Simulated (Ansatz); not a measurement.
Trial structure of Zr₃Si₂, not yet relaxed:

```xyz
5
Lattice="4.1565 0.0000 0.0000 -2.0782 3.5996 0.0000 0.0000 0.0000 5.1695" Properties=species:S:1:pos:R:3 pbc="T T T"
Zr    2.0782    1.1999    4.1694
Zr    0.0000    2.3997    1.0001
Zr    0.0000    0.0000    0.0000
Si    2.0782    1.1999    1.6629
Si    0.0000    2.3997    3.5066
```

These are results of DFT PBE, scalar-relativistic, plane waves, PAW in Ansatz, not measurements. Plane waves to 420 eV, a k mesh through Γ of 6×6×4 on the computed 5-atom cell and Gaussian smearing (0.10 eV); no spin polarisation.

Formation energies are uncorrected and refer to the elements' standard structures at the same level.

Question: What does a single point on this coarse mesh give?

Answer: The pressure is 54.9 GPa (the mean over three directions, positive in compression), the largest force is 2.20 eV/Å, and the energy is +0.75 eV/atom against the elements. The shortest distance is 2.49 Å.

Question: Is it a good guess?

Answer: A poor one: relaxing gains about 1.2 eV/atom (the start's value is from the coarse mesh, so the gain is rough) in 13 ionic steps and ends at −0.47 eV/atom on the finer mesh. The symmetry stays P-3m1 (No. 164). The volume per atom grows by 34.9 %, from 15.5 to 20.9 Å³. The shortest distance goes from 2.49 Å (Zr–Si) to 2.71 Å (Zr–Si). Conventional cell: a = 4.673 Å, c = 5.516 Å. Zr on a site of symmetry 3m is surrounded by 5 Si at 2.71–2.81 Å, 3 Zr at 3.14 Å and 3 Zr at 3.55 Å; around Zr on a site of symmetry -3m lie 6 Si at 2.96 Å and 6 Zr at 3.14 Å; around Si lie 8 Zr at 2.71–2.96 Å.

The last run used a 12×12×8 mesh (in the run's order of axes) for its 5-atom cell and Gaussian smearing of 0.10 eV. The relaxation can't lower the symmetry of the start, and the grade says only how near the guess is to its own end. Symmetry constrained the relaxation, so the result can be a saddle point.
